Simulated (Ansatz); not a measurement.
# GaN: the cost of one run

Computed with Ansatz 0.2.0 (DFT PBE, scalar-relativistic, plane waves, PAW, unless a step's input says otherwise).

1 further run of the same task is left out (set aside as unsound or not needed).

## 1. The structure to begin with

It takes space group F-43m (No. 216, cubic). Conventional cell: a = 4.548 Å, b = 4.548 Å, c = 4.548 Å, α = 90.00°, β = 90.00°, γ = 90.00°. Around Ga (site symmetry -43m) lie 4 N at 1.97 Å. Around N (site symmetry -43m) lie 4 Ga at 1.97 Å.

Coordinates:

```xyz
2
Lattice="0.0000 2.2742 2.2742 2.2742 0.0000 2.2742 2.2742 2.2742 0.0000" Properties=species:S:1:pos:R:3 pbc="T T T"
Ga    0.0000    0.0000    0.0000
N     3.4114    3.4114    3.4114
```

It goes back to an entry of the Materials Project.

This cell was relaxed beforehand with the same method: volume 11.76 Å³/atom, gap on the mesh 1.54 eV.

Bulk energy on matching settings, from an earlier run: -2083.9540 eV/atom.

## 2. The (110) slab

Planes are indexed in the bulk's conventional cell (F-43m (No. 216)), a = 4.548 Å, b = 4.548 Å, c = 4.548 Å, α = 90.00°, β = 90.00°, γ = 90.00°.

The slab is a (110) slab, 9.6 Å thick as cut, with 15 Å of vacuum; its outer planes are GaN (top) and GaN (bottom).

The slab as cut. Its planes from the bottom up:

```tsv
plane	atoms per cell	height over the lowest (Å)
1	GaN	0.00
2	GaN	1.61
3	GaN	3.22
4	GaN	4.82
5	GaN	6.43
6	GaN	8.04
7	GaN	9.65
```

## 3. Single point on the unrelaxed (110) slab

The cell repeats along c, and a dipole correction in the vacuum removes the field between the copies.

The input, input.yaml:

```yaml
crystal:
  lattice:
    - [3.2162589223, 0.0, 0.0]
    - [0.0, 4.548476988, 0.0]
    - [0.0, 0.0, 24.6487767668]
  atoms:
    - { symbol: Ga, position: [0.5, 0.5, 0.3042747342] }
    - { symbol: "N", position: [0.0, 0.25, 0.3042747342] }
    - { symbol: Ga, position: [0.0, 0.0, 0.3695164895] }
    - { symbol: "N", position: [0.5, 0.75, 0.3695164895] }
    - { symbol: Ga, position: [0.5, 0.5, 0.4347582447] }
    - { symbol: "N", position: [0.0, 0.25, 0.4347582447] }
    - { symbol: Ga, position: [0.0, 0.0, 0.5] }
    - { symbol: "N", position: [0.5, 0.75, 0.5] }
    - { symbol: Ga, position: [0.5, 0.5, 0.5652417553] }
    - { symbol: "N", position: [0.0, 0.25, 0.5652417553] }
    - { symbol: Ga, position: [0.0, 0.0, 0.6304835105] }
    - { symbol: "N", position: [0.5, 0.75, 0.6304835105] }
    - { symbol: Ga, position: [0.5, 0.5, 0.6957252658] }
    - { symbol: "N", position: [0.0, 0.25, 0.6957252658] }
basis:
  ecutwfc: 420
kpoints:
  mp_grid: { grid: [8, 6, 1] }
hamiltonian:
  xc: pbe
scf:
  occupations: { method: gaussian, width: 0.05 }
output:
  forces: true
  stress: true
  eigenvalues: true
efield:
  axis: 3
  dipole_correction: true
  ramp_width: 0.04
```

The run is started by

```console
$ ansatz run input.yaml --threads 1 --pin off --max-ram 2560MiB --backend cpu --events-out ev --progress --plain --runs-dir out
```

What time and memory should one allow on 1 thread of Intel Xeon at 2.50GHz (Skylake/Cascade Lake), shared host?

About 1.9 min, with a peak of 0.75 GiB.
